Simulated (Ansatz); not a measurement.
## From the elastic tensor of Al₃Cu at 25 GPa (stress–strain coefficients) to moduli and sound speeds

Level of theory: Ansatz 0.2.0, DFT PBEsol, scalar-relativistic, plane waves, PAW. Plane waves to 420 eV; Γ-centred k mesh 16×16×6; Fermi-Dirac smearing of 0.15 eV. No spin polarisation.

It takes space group P4/mmm (No. 123, tetragonal). Conventional cell: a = 2.632 Å, b = 2.632 Å, c = 7.146 Å, α = 90.00°, β = 90.00°, γ = 90.00°. Around Al (site symmetry 4/mmm) lie 12 Al at 2.63 to 2.69 Å. Al (site symmetry 4mm) has 4 Cu at 2.47 Å and 8 Al at 2.63 to 2.69 Å as nearest neighbours. Around Cu (site symmetry 4/mmm) lie 8 Al at 2.47 Å and 4 Cu at 2.63 Å.

In a metal, frequencies and elastic constants depend on the k mesh and the smearing, soft modes and shear constants most. Other phases may be more stable at this pressure.

Relaxed-ion constants (GPa, on the Cartesian axes of the calculation):
C11 = 292.5, C12 = 163.7, C13 = 144.4, C22 = 292.5, C23 = 144.4, C33 = 310.8, C44 = 100.8, C55 = 100.8, C66 = 56.8 GPa; the others vanish.

Density 4.848 g/cm³; 4 atoms in 49.49 Å³.

The values that follow are for a polycrystal of randomly turned grains, by Hill's mean where one number stands.

With S = C⁻¹: B_V = (C11+C22+C33+2(C12+C13+C23))/9, G_V = (C11+C22+C33−C12−C13−C23+3(C44+C55+C66))/15, 1/B_R = S11+S22+S33+2(S12+S13+S23), 15/G_R = 4(S11+S22+S33−S12−S13−S23)+3(S44+S55+S66); Hill is their mean. Then v_l = √((B+4G/3)/ρ), v_t = √(G/ρ), v_m = [(2/v_t³+1/v_l³)/3]^(−1/3) and Θ = (ħ/k_B)·v_m·(6π²n/V)^(1/3) for n atoms in the volume V; E = 9BG/(3B+G), ν = (3B−2G)/(2(3B+G)) and A^U = 5G_V/G_R + B_V/B_R − 6.

* Bulk modulus, Voigt / Reuss / Hill: 200.1 / 200.1 / 200.1 GPa
* Shear modulus, Voigt / Reuss / Hill: 81.2 / 76.9 / 79.1 GPa
* Young's modulus: 210 GPa
* Poisson ratio: 0.325
* Pugh ratio B/G: 2.53
* Universal anisotropy index: 0.28
* Longitudinal and transverse sound speeds: 7938 and 4039 m/s
* Debye temperature from the mean sound speed: 583 K

Whether Al3Cu exists in this form wasn't checked.

Cost: 1 run of about 7.9 core-minutes, on Arm Neoverse V2 (shared hosts).

The anisotropy lies almost entirely in shear. The Voigt and Reuss bulk moduli coincide at 200.1 GPa, so the layered crystal shrinks nearly equally along a and c under further pressure, whereas C44 (100.8 GPa) is far above C66 (56.8 GPa). Bond geometry probably accounts for much of this. Contacts along a and b keep their length to first order in either shear, so the resistance comes from the oblique contacts between layers. These, including the short Al–Cu ones at 2.47 Å, are inclined more towards c than an in-plane shear would need to stretch them effectively.

The excess of C13 over C44 is close to what pressure alone produces with central forces, while that of C12 over C66 is much larger. This suggests a stronger many-body, metallic contribution to the in-plane response, though internal relaxation can also upset such a comparison. The constants meet the conditions for stability against small homogeneous strains at this pressure, but leave open whether phonons of finite wavevector are stable.
